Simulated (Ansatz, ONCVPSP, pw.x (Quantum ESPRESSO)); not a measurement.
pw.x on sc P: one setting changed

Potential: optimised norm-conserving Vanderbilt (ONCV), ONCVPSP 4.0.1, PBE; core [Ne], reference 3s2 3p2.5; waves: 3s: rc 1.30 bohr, ncon 3, nbas 7, qcut 5.6 1/bohr, 2 projectors, debl 2.8 Ha; 3p: rc 1.50 bohr, ncon 4, nbas 7, qcut 5.8 1/bohr, 2 projectors, debl 1.7 Ha; d scattering state at 0.11 Ha: rc 1.65 bohr, ncon 5, nbas 8, qcut 3.7 1/bohr, 2 projectors, debl 1.5 Ha; local part: polynomial inside 1.20 bohr (lpopt 5, dvloc0 0 Ha); core correction: Teter function, fcfact 3.75, rcfact 1.55.

The reference run (k-mesh 13³, cutoffs 50/200 Ry, Fermi–Dirac 0.01 Ry, mixing_beta 0.4, conv_thr 1e-9, no spin) gives -0.04 GPa at 14.621 Å³/atom, where all-electron LAPW gives 0.27 GPa. This run, with its own iteration cap, changes k-mesh points per axis to 4.

```
&control
  calculation='scf', prefix='x', pseudo_dir='./', outdir='./tmp', tstress=.true., disk_io='none'
/
&system
  ibrav=0, nat=1, ntyp=1, ecutwfc=50, ecutrho=200, nbnd=9,
  occupations='smearing', smearing='fd', degauss=0.01
/
&electrons
  conv_thr=1e-09, mixing_beta=0.4, electron_maxstep=60
/
ATOMIC_SPECIES
P 1.0 P.UPF
CELL_PARAMETERS angstrom
  2.44526365 0.00000000 0.00000000
  0.00000000 2.44526365 0.00000000
  0.00000000 0.00000000 2.44526365
ATOMIC_POSITIONS crystal
P 0.0000 0.0000 0.0000
K_POINTS automatic
4 4 4 0 0 0
```

```bash
pw.x < P.scf.in > P.scf.out
```

Q: How does the run end?

A: It converges in 6 iterations; the free energy moves by +332.4 meV/atom and the pressure by -0.21 GPa.

```
Message from routine setup:
     using ibrav=0 with symmetry is DISCOURAGED, use correct ibrav instead
     lattice parameter (alat)  =       4.6209  a.u.
     unit-cell volume          =      98.6674 (a.u.)^3
     number of electrons       =         5.00
     number of Kohn-Sham states=            9
     kinetic-energy cutoff     =      50.0000  Ry
     charge density cutoff     =     200.0000  Ry
     scf convergence threshold =      1.0E-09
     Exchange-correlation= PBE
     number of k points=    10  Fermi-Dirac smearing, width (Ry)=  0.0100
     iteration #  1     ecut=    50.00 Ry     beta= 0.40
     total energy              =     -14.41176914 Ry
     estimated scf accuracy    <       0.01306295 Ry
     iteration #  2     ecut=    50.00 Ry     beta= 0.40
     total energy              =     -14.41092240 Ry
     estimated scf accuracy    <       0.00371816 Ry
     iteration #  3     ecut=    50.00 Ry     beta= 0.40
     total energy              =     -14.41122358 Ry
     estimated scf accuracy    <       0.00006192 Ry
     iteration #  4     ecut=    50.00 Ry     beta= 0.40
     total energy              =     -14.41123241 Ry
     estimated scf accuracy    <       0.00000068 Ry
     iteration #  5     ecut=    50.00 Ry     beta= 0.40
     total energy              =     -14.41123269 Ry
     estimated scf accuracy    <          4.0E-09 Ry
     iteration #  6     ecut=    50.00 Ry     beta= 0.40
     the Fermi energy is    11.0673 ev
!    total energy              =     -14.41123269 Ry
     estimated scf accuracy    <          2.9E-10 Ry
     smearing contrib. (-TS)   =      -0.00215286 Ry
     The total energy is F=E-TS. E is the sum of the following terms:
     one-electron contribution =       5.43267831 Ry
     hartree contribution      =       0.41722416 Ry
     xc contribution           =      -4.90856015 Ry
     ewald contribution        =     -15.35042215 Ry
     convergence has been achieved in   6 iterations
          total   stress  (Ry/bohr**3)                   (kbar)     P=       -2.46
     Message from routine punch:
     Nothing written, as per user request (disk_io='none')
```

The run took about 1.3 s on one core of a shared host (Intel(R) Xeon(R) CPU @ 2.60GHz, 96 threads, 756 GiB, load 13).
